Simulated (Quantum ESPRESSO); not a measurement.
# RuS2 (Laurite) (Pa-3) in Quantum ESPRESSO: band structure with LDA

Aim: the band structure of RuS2 (Laurite) with LDA.

Everything below comes from runs of Quantum ESPRESSO 7.5. Logs are shortened: lines on timing, memory, paths and dates and some standing lists are left out, and cuts for length are marked.

## (1) The structure

Symmetry: Pa-3, No. 205, cubic system. Conventional cell: a = 5.611 Å, b = 5.611 Å, c = 5.611 Å, α = 90.00°, β = 90.00°, γ = 90.00°. Ru (site symmetry -3) is surrounded by 6 S at 2.35 Å. Around S (site symmetry 3) lie 1 S at 2.17 Å and 3 Ru at 2.35 Å.

## (2) Band structure, LDA

File pw.in:

```
&CONTROL
  calculation = 'scf'
  prefix = 'pwscf'
  outdir = './tmp'
  pseudo_dir = './pseudo'
  tprnfor = .true.
  tstress = .true.
  disk_io = 'low'
/
&SYSTEM
  ibrav = 0
  nat = 12
  ntyp = 2
  ecutwfc = 45
  ecutrho = 360
  nbnd = 72
  occupations = 'smearing'
  smearing = 'fd'
  degauss = 0.00367493
/
&ELECTRONS
  conv_thr = 2.4d-09
  electron_maxstep = 120
  mixing_beta = 0.5
/
ATOMIC_SPECIES
Ru   101.0700 ru_lda_v1.2.uspp.F.UPF
S     32.0600 s_lda_v1.4.uspp.F.UPF
CELL_PARAMETERS angstrom
   5.6106000000    0.0000000000    0.0000000000
   0.0000000000    5.6106000000    0.0000000000
   0.0000000000    0.0000000000    5.6106000000
ATOMIC_POSITIONS crystal
Ru     0.0000000000    0.5000000000    0.5000000000
Ru     0.5000000000    0.5000000000    0.0000000000
Ru     0.5000000000    0.0000000000    0.5000000000
Ru     0.0000000000    0.0000000000    0.0000000000
S      0.3883100000    0.1116900000    0.8883100000
S      0.1116900000    0.8883100000    0.3883100000
S      0.8883100000    0.3883100000    0.1116900000
S      0.6116900000    0.6116900000    0.6116900000
S      0.6116900000    0.8883100000    0.1116900000
S      0.8883100000    0.1116900000    0.6116900000
S      0.1116900000    0.6116900000    0.8883100000
S      0.3883100000    0.3883100000    0.3883100000
K_POINTS automatic
5 5 5 0 0 0
```

File bands.in:

```
&CONTROL
  calculation = 'bands'
  prefix = 'pwscf'
  outdir = './tmp'
  pseudo_dir = './pseudo'
  disk_io = 'low'
  verbosity = 'high'
/
&SYSTEM
  ibrav = 0
  nat = 12
  ntyp = 2
  ecutwfc = 45
  ecutrho = 360
  nbnd = 72
  occupations = 'smearing'
  smearing = 'fd'
  degauss = 0.00367493
/
&ELECTRONS
  conv_thr = 1d-08
  electron_maxstep = 120
  mixing_beta = 0.5
  diago_full_acc = .true.
  startingwfc = 'random'
/
ATOMIC_SPECIES
Ru   101.0700 ru_lda_v1.2.uspp.F.UPF
S     32.0600 s_lda_v1.4.uspp.F.UPF
CELL_PARAMETERS angstrom
   5.6106000000    0.0000000000    0.0000000000
   0.0000000000    5.6106000000    0.0000000000
   0.0000000000    0.0000000000    5.6106000000
ATOMIC_POSITIONS crystal
Ru     0.0000000000    0.5000000000    0.5000000000
Ru     0.5000000000    0.5000000000    0.0000000000
Ru     0.5000000000    0.0000000000    0.5000000000
Ru     0.0000000000    0.0000000000    0.0000000000
S      0.3883100000    0.1116900000    0.8883100000
S      0.1116900000    0.8883100000    0.3883100000
S      0.8883100000    0.3883100000    0.1116900000
S      0.6116900000    0.6116900000    0.6116900000
S      0.6116900000    0.8883100000    0.1116900000
S      0.8883100000    0.1116900000    0.6116900000
S      0.1116900000    0.6116900000    0.8883100000
S      0.3883100000    0.3883100000    0.3883100000
K_POINTS crystal
60
 0.0000000000  0.0000000000  0.0000000000 1
 0.0000000000  0.0714285714  0.0000000000 1
 0.0000000000  0.1428571429  0.0000000000 1
 0.0000000000  0.2142857143  0.0000000000 1
 0.0000000000  0.2857142857  0.0000000000 1
 0.0000000000  0.3571428571  0.0000000000 1
 0.0000000000  0.4285714286  0.0000000000 1
 0.0000000000  0.5000000000  0.0000000000 1
 0.0714285714  0.5000000000  0.0000000000 1
 0.1428571429  0.5000000000  0.0000000000 1
 0.2142857143  0.5000000000  0.0000000000 1
 0.2857142857  0.5000000000  0.0000000000 1
 0.3571428571  0.5000000000  0.0000000000 1
 0.4285714286  0.5000000000  0.0000000000 1
 0.5000000000  0.5000000000  0.0000000000 1
 0.4545454545  0.4545454545  0.0000000000 1
 0.4090909091  0.4090909091  0.0000000000 1
 0.3636363636  0.3636363636  0.0000000000 1
 0.3181818182  0.3181818182  0.0000000000 1
 0.2727272727  0.2727272727  0.0000000000 1
 0.2272727273  0.2272727273  0.0000000000 1
 0.1818181818  0.1818181818  0.0000000000 1
 0.1363636364  0.1363636364  0.0000000000 1
 0.0909090909  0.0909090909  0.0000000000 1
 0.0454545455  0.0454545455  0.0000000000 1
 0.0000000000  0.0000000000  0.0000000000 1
 0.0357142857  0.0357142857  0.0357142857 1
 0.0714285714  0.0714285714  0.0714285714 1
 0.1071428571  0.1071428571  0.1071428571 1
 0.1428571429  0.1428571429  0.1428571429 1
 0.1785714286  0.1785714286  0.1785714286 1
 0.2142857143  0.2142857143  0.2142857143 1
 0.2500000000  0.2500000000  0.2500000000 1
 0.2857142857  0.2857142857  0.2857142857 1
 0.3214285714  0.3214285714  0.3214285714 1
 0.3571428571  0.3571428571  0.3571428571 1
 0.3928571429  0.3928571429  0.3928571429 1
 0.4285714286  0.4285714286  0.4285714286 1
 0.4642857143  0.4642857143  0.4642857143 1
 0.5000000000  0.5000000000  0.5000000000 1
 0.4545454545  0.5000000000  0.4545454545 1
 0.4090909091  0.5000000000  0.4090909091 1
 0.3636363636  0.5000000000  0.3636363636 1
 0.3181818182  0.5000000000  0.3181818182 1
 0.2727272727  0.5000000000  0.2727272727 1
 0.2272727273  0.5000000000  0.2272727273 1
 0.1818181818  0.5000000000  0.1818181818 1
 0.1363636364  0.5000000000  0.1363636364 1
 0.0909090909  0.5000000000  0.0909090909 1
 0.0454545455  0.5000000000  0.0454545455 1
 0.0000000000  0.5000000000  0.0000000000 1
 0.5000000000  0.5000000000  0.0000000000 1
 0.5000000000  0.5000000000  0.0625000000 1
 0.5000000000  0.5000000000  0.1250000000 1
 0.5000000000  0.5000000000  0.1875000000 1
 0.5000000000  0.5000000000  0.2500000000 1
 0.5000000000  0.5000000000  0.3125000000 1
 0.5000000000  0.5000000000  0.3750000000 1
 0.5000000000  0.5000000000  0.4375000000 1
 0.5000000000  0.5000000000  0.5000000000 1
```

Potentials or basis: GBRV 1.5 LDA.

Started as:

```sh
$ OMP_NUM_THREADS=1 mpirun -n 2 pw.x -nk 2 -in pw.in > pw.out
$ OMP_NUM_THREADS=1 mpirun -n 2 pw.x -nk 2 -in bands.in > bands.out
```

pw.out:

```text
This program is part of the open-source Quantum ESPRESSO suite
     for quantum simulation of materials; please cite
[... 6 lines left out ...]
     using ibrav=0 with symmetry is DISCOURAGED, use correct ibrav instead

     K-points division:     npool     =       2
     Subspace diagonalization in iterative solution of the eigenvalue problem:
     a serial algorithm will be used

     G-vector sticks info
     --------------------
     sticks:   dense  smooth     PW     G-vecs:    dense   smooth      PW
     Sum        3233    1609    441               137545    48501    7153

     Using Slab Decomposition

     bravais-lattice index     =            0
     lattice parameter (alat)  =      10.6025  a.u.
     unit-cell volume          =    1191.8580 (a.u.)^3
     number of atoms/cell      =           12
     number of atomic types    =            2
     number of electrons       =       112.00
     number of Kohn-Sham states=           72
     kinetic-energy cutoff     =      45.0000  Ry
     charge density cutoff     =     360.0000  Ry
     scf convergence threshold =      2.4E-09
     mixing beta               =       0.5000
     number of iterations used =            8  plain     mixing
     Exchange-correlation=  SLA  PZ   NOGX NOGC
                           (   1   1   0   0   0   0   0)

     celldm(1)=  10.602497  celldm(2)=   0.000000  celldm(3)=   0.000000
     celldm(4)=   0.000000  celldm(5)=   0.000000  celldm(6)=   0.000000

     crystal axes: (cart. coord. in units of alat)
               a(1) = (   1.000000   0.000000   0.000000 )
               a(2) = (   0.000000   1.000000   0.000000 )
               a(3) = (   0.000000   0.000000   1.000000 )

     reciprocal axes: (cart. coord. in units 2 pi/alat)
               b(1) = (  1.000000  0.000000  0.000000 )
               b(2) = (  0.000000  1.000000  0.000000 )
               b(3) = (  0.000000  0.000000  1.000000 )

     PseudoPot. # 1 for Ru read from file:
     ru_lda_v1.2.uspp.F.UPF
     Pseudo is Ultrasoft + core correction, Zval = 16.0
     Generated by new atomic code, or converted to UPF format
     Using radial grid of  967 points,  6 beta functions with:
                l(1) =   0
                l(2) =   0
                l(3) =   1
                l(4) =   1
                l(5) =   2
                l(6) =   2
     Q(r) pseudized with  8 coefficients,  rinner =    1.300   1.300   1.300
                                                       1.300   1.300

     PseudoPot. # 2 for S  read from file:
     s_lda_v1.4.uspp.F.UPF
     Pseudo is Ultrasoft + core correction, Zval =  6.0
     Generated by new atomic code, or converted to UPF format
     Using radial grid of  907 points,  6 beta functions with:
                l(1) =   0
                l(2) =   0
                l(3) =   1
                l(4) =   1
                l(5) =   2
                l(6) =   2
     Q(r) pseudized with  8 coefficients,  rinner =    1.300   1.300   1.300
                                                       1.300   1.300

     atomic species   valence    mass     pseudopotential
     Ru               16.00   101.07000     Ru( 1.00)
     S                 6.00    32.06000     S ( 1.00)

     24 Sym. Ops., with inversion, found (18 have fractional translation)

   Cartesian axes

     site n.     atom                  positions (alat units)
         1        Ru     tau(   1) = (   0.0000000   0.5000000   0.5000000  )
         2        Ru     tau(   2) = (   0.5000000   0.5000000   0.0000000  )
         3        Ru     tau(   3) = (   0.5000000   0.0000000   0.5000000  )
         4        Ru     tau(   4) = (   0.0000000   0.0000000   0.0000000  )
         5        S      tau(   5) = (   0.3883100   0.1116900   0.8883100  )
         6        S      tau(   6) = (   0.1116900   0.8883100   0.3883100  )
         7        S      tau(   7) = (   0.8883100   0.3883100   0.1116900  )
         8        S      tau(   8) = (   0.6116900   0.6116900   0.6116900  )
         9        S      tau(   9) = (   0.6116900   0.8883100   0.1116900  )
        10        S      tau(  10) = (   0.8883100   0.1116900   0.6116900  )
        11        S      tau(  11) = (   0.1116900   0.6116900   0.8883100  )
        12        S      tau(  12) = (   0.3883100   0.3883100   0.3883100  )

     number of k points=    11  Fermi-Dirac smearing, width (Ry)=  0.0037
                       cart. coord. in units 2pi/alat
        k(    1) = (   0.0000000   0.0000000   0.0000000), wk =   0.0160000
        k(    2) = (   0.0000000   0.0000000   0.2000000), wk =   0.0960000
        k(    3) = (   0.0000000   0.0000000   0.4000000), wk =   0.0960000
        k(    4) = (   0.0000000   0.2000000   0.2000000), wk =   0.1920000
        k(    5) = (   0.0000000   0.2000000   0.4000000), wk =   0.1920000
        k(    6) = (   0.0000000   0.4000000   0.4000000), wk =   0.1920000
        k(    7) = (   0.2000000   0.2000000   0.2000000), wk =   0.1280000
        k(    8) = (   0.2000000   0.2000000   0.4000000), wk =   0.3840000
        k(    9) = (   0.2000000   0.4000000   0.4000000), wk =   0.3840000
        k(   10) = (   0.4000000   0.4000000   0.4000000), wk =   0.1280000
        k(   11) = (   0.0000000   0.4000000   0.2000000), wk =   0.1920000

     Dense  grid:   137545 G-vectors     FFT dimensions: (  72,  72,  72)

     Smooth grid:    48501 G-vectors     FFT dimensions: (  48,  48,  48)

     Initial potential from superposition of free atoms

     starting charge     107.9997, renormalised to     112.0000

     negative rho (up, down):  2.657E-01 0.000E+00
     Starting wfcs are   84 randomized atomic wfcs

     Self-consistent Calculation

     iteration #  1     ecut=    45.00 Ry     beta= 0.50
     Davidson diagonalization with overlap
     ethr =  1.00E-02,  avg # of iterations =  5.3

     negative rho (up, down):  2.689E-01 0.000E+00

     total energy              =    -969.73796148 Ry
     estimated scf accuracy    <       3.15793692 Ry

     iteration #  2     ecut=    45.00 Ry     beta= 0.50
     Davidson diagonalization with overlap
     ethr =  2.82E-03,  avg # of iterations =  2.7
[... 37 lines left out ...]
     negative rho (up, down):  2.686E-01 0.000E+00

     total energy              =    -971.12878794 Ry
     estimated scf accuracy    <       0.00003404 Ry

     iteration #  7     ecut=    45.00 Ry     beta= 0.50
     Davidson diagonalization with overlap
     c_bands:  1 eigenvalues not converged
     ethr =  3.04E-08,  avg # of iterations = 10.0

     negative rho (up, down):  2.684E-01 0.000E+00

     total energy              =    -971.12893213 Ry
     estimated scf accuracy    <       0.00010328 Ry

     iteration #  8     ecut=    45.00 Ry     beta= 0.50
     Davidson diagonalization with overlap
     ethr =  3.04E-08,  avg # of iterations =  4.1
[... 24 lines left out ...]
     iteration # 11     ecut=    45.00 Ry     beta= 0.50
     Davidson diagonalization with overlap
     ethr =  4.12E-11,  avg # of iterations =  2.0

     negative rho (up, down):  2.681E-01 0.000E+00

     End of self-consistent calculation

          k = 0.0000 0.0000 0.0000 (  6043 PWs)   bands (ev):

   -58.4305 -58.4295 -58.4295 -58.4295 -28.6242 -28.6242 -28.6242 -28.6144
   -28.6144 -28.6111 -28.6111 -28.6111 -28.4035 -28.4003 -28.4003 -28.4003
    -2.9381  -1.4486  -1.4486  -1.4486   1.4609   1.4609   1.4609   2.4831
     6.4493   6.4493   6.4493   8.0003   8.0003   8.0003   8.3114   8.3114
     8.3114   8.5116   8.7869   8.7869   8.8438   8.8438   9.1490   9.1490
     9.1490  10.7271  10.7271  10.7271  11.5691  11.5691  11.5691  12.4828
    12.4828  12.5865  12.5865  12.5865  12.6974  12.6974  12.6974  13.0217
    13.9403  15.8253  15.8253  15.8253  15.9583  15.9583  15.9583  18.1050
    18.1050  18.1050  18.3641  18.3641  20.1843  20.1843  20.1843  20.8190
[... 111 lines left out ...]
   -58.4301 -58.4298 -58.4296 -58.4295 -28.6224 -28.6216 -28.6185 -28.6170
   -28.6158 -28.6156 -28.6120 -28.6116 -28.4023 -28.4015 -28.4007 -28.4007
    -2.3157  -1.8647  -1.3710  -1.3079   1.2574   1.2579   1.4908   1.6676
     6.3438   6.3540   6.7265   6.9288   7.6256   7.6353   7.8499   8.0641
     8.5841   8.6042   8.7181   9.0181   9.2825   9.3759   9.6540   9.7148
    10.0308  10.6734  10.7657  11.2006  12.0809  12.1354  12.1825  12.2505
    12.4561  12.5415  12.5789  12.5816  12.8579  13.0336  13.1162  13.1224
    15.0296  15.5435  15.7518  15.8573  16.1086  16.1657  16.3749  16.4270
    16.8829  16.9500  17.2303  17.2310  19.9331  20.1102  20.2919  20.6121

     the Fermi energy is    13.6775 ev

!    total energy              =    -971.12894335 Ry
     estimated scf accuracy    <          1.2E-09 Ry
     smearing contrib. (-TS)   =      -0.00000536 Ry
     internal energy E=F+TS    =    -971.12893799 Ry

     The total energy is F=E-TS. E is the sum of the following terms:
     one-electron contribution =    -281.97754385 Ry
     hartree contribution      =     202.49651723 Ry
     xc contribution           =    -171.33158836 Ry
     ewald contribution        =    -720.31632301 Ry

     convergence has been achieved in  11 iterations

     negative rho (up, down):  2.681E-01 0.000E+00

     Forces acting on atoms (cartesian axes, Ry/au):

     atom    1 type  1   force =     0.00000000   -0.00000000   -0.00000000
     atom    2 type  1   force =     0.00000000    0.00000000    0.00000000
     atom    3 type  1   force =     0.00000000   -0.00000000   -0.00000000
     atom    4 type  1   force =     0.00000000    0.00000000    0.00000000
     atom    5 type  2   force =    -0.00826332    0.00826332   -0.00826332
     atom    6 type  2   force =     0.00826332   -0.00826332   -0.00826332
     atom    7 type  2   force =    -0.00826332   -0.00826332    0.00826332
     atom    8 type  2   force =     0.00826332    0.00826332    0.00826332
     atom    9 type  2   force =     0.00826332   -0.00826332    0.00826332
     atom   10 type  2   force =    -0.00826332    0.00826332    0.00826332
     atom   11 type  2   force =     0.00826332    0.00826332   -0.00826332
     atom   12 type  2   force =    -0.00826332   -0.00826332   -0.00826332

     Total force =     0.040482     Total SCF correction =     0.000030

     Computing stress (Cartesian axis) and pressure

     negative rho (up, down):  2.681E-01 0.000E+00
          total   stress  (Ry/bohr**3)                   (kbar)     P=      -63.48
  -0.00043155   0.00000000   0.00000000          -63.48        0.00        0.00
   0.00000000  -0.00043155   0.00000000            0.00      -63.48        0.00
   0.00000000   0.00000000  -0.00043155            0.00        0.00      -63.48

=------------------------------------------------------------------------------=
   JOB DONE.
=------------------------------------------------------------------------------=
```

Wall time 4.2 min (2 MPI ranks of AMD EPYC 9R45 (Zen 5), shared host); peak memory 0.76 GiB.

Results:

```yaml
Free_energy: -13212.8824 eV
Pressure: -6.3 GPa
Largest_force: 0.368 eV/Å
Band_gap_on_the_k_mesh: 0.70 eV, indirect (least direct gap 0.92 eV)
Band_gap_along_the_path: 0.69 eV, indirect (least direct gap 0.92 eV)
```

Forces in eV/Å, atoms in the order of the input:
```
Ru   0.000  0.000  0.000
Ru   0.000  0.000  0.000
Ru   0.000  0.000  0.000
Ru   0.000  0.000  0.000
S   -0.212  0.212 -0.212
S    0.212 -0.212 -0.212
S   -0.212 -0.212  0.212
S    0.212  0.212  0.212
S    0.212 -0.212  0.212
S   -0.212  0.212  0.212
S    0.212  0.212 -0.212
S   -0.212 -0.212 -0.212
```

Levels at the corners of the path, in eV from the valence-band top:
```
point  band 54  band 55  band 56  band 57  band 58  band 59
    Γ    -0.56    -0.56    -0.23     0.69     2.57     2.57
    X    -0.30    -0.02    -0.02     2.03     2.03     2.30
    M    -0.09    -0.09    -0.09     2.41     2.41     2.41
    Γ    -0.56    -0.56    -0.23     0.69     2.57     2.57
    R    -0.70    -0.70    -0.70     2.21     2.21     2.21
    X    -0.30    -0.02    -0.02     2.03     2.03     2.30
    M    -0.09    -0.09    -0.09     2.41     2.41     2.41
    R    -0.70    -0.70    -0.70     2.21     2.21     2.21
```

Caveat: some levels on the path didn't converge. Expect the measured gap to be larger: semilocal functionals such as LDA lack the derivative discontinuity.
